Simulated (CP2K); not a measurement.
**Ru in CP2K: the effect of pseudo set**

The system is Ru.

```
Ru
1.0
     2.70580    0.00000    0.00000
    -1.35290    2.34329    0.00000
     0.00000    0.00000    4.28190
Ru
2
Direct
  0.66667 0.33333 0.75000
  0.33333 0.66667 0.25000
```

Alike in all runs:

| Item | Value |
| --- | --- |
| Program | CP2K 2026.2 |
| Task | band structure |
| Functional | PBE |
| Density cutoff | 6123 eV |
| k mesh | 11 × 11 × 6 |
| Occupations | fermi-dirac, width 0.05 eV |
| Spin | no spin polarisation |

| pseudo set | pressure (GPa) |
| --- | --- |
| PBE | 5.2 |
| PADE | -1.7 |
| BLYP | 5.6 |
| SCAN | ? |
| PBE0 | 9.1 |

What does the run with pseudo set SCAN give?

Pressure 19.0 GPa.

Caveats: the basis of atomic orbitals isn't converged, which shifts pressures, moduli and gaps; the potentials were made for another functional, which shifts forces and pressure (some runs).
